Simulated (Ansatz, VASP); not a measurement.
# One calculation of Ti, two programs

Contents of INCAR:

```
ALGO = Normal ; EDIFF = 1E-6
ENCUT = 520 ; GGA = PS
ISIF = 2 ; ISMEAR = 0
LASPH = T ; LCHARG = F
LREAL = F ; LWAVE = F
NBANDS = 19 ; NELM = 80
PREC = Accurate ; SIGMA = 0.15
```

File KPOINTS:

```
k-points
0
Gamma
  12 12 8
```

POSCAR

```
Ti
1.0
    0.0000000000     -2.0279211515     -2.0279211515
    0.0000000000      2.0279211515     -2.0279211515
    4.0558423031      0.0000000000      0.0000000000
Ti
2
Direct
    0.5000000000      0.5000000000      0.5000000000
    0.0000000000      0.0000000000      0.0000000000
```

Input for Ansatz:

```yaml
crystal:
  lattice:
    - [0.0, -2.0279211515, -2.0279211515]
    - [0.0, 2.0279211515, -2.0279211515]
    - [4.0558423029, 0.0, 0.0]
  atoms:
    - { symbol: Ti, position: [0.5, 0.5, 0.5] }
    - { symbol: Ti, position: [0.0, 0.0, 0.0] }
basis:
  ecutwfc: 420
kpoints:
  mp_grid: { grid: [12, 12, 8] }
hamiltonian:
  xc: pbesol
scf:
  occupations: { method: gaussian, width: 0.15 }
output:
  forces: true
  stress: true
  eigenvalues: true
  write_density: true
  write_potential: true
  elf: true
  volumetric_format: npy
```

Alike in both runs: task single point; functional PBEsol; k mesh 12 × 12 × 8; occupations gaussian, width 0.15 eV; no spin polarisation.

|  | VASP | Ansatz |
| --- | --- | --- |
| version | VASP 6.6.1 | Ansatz 0.2.0 |
| potentials or method | VASP PAW PBE potentials, release 64 (Ti_sv) | scalar-relativistic, plane waves, PAW |
| plane-wave cutoff (eV) | 520 | 420 |
| valence electrons in the cell | 24 | 24 |

VASP gave:

| Item | Value |
| --- | --- |
| gap on the k mesh at the Fermi level (eV) | none |
| pressure (GPa) | -0.2 |

Q: What did Ansatz give for the same quantities?

A: gap on the k mesh at the Fermi level (eV): none; pressure (GPa): 0.0.

A gap of «none» marks a metal or a gap that the smearing closes. The functional is the same, so the differences come from potentials, cutoffs and numerics.

Caveats: the PAW data sets were made with another functional, which shifts forces and pressure a little (VASP); the real-space grid breaks the cell's symmetry a little (VASP).
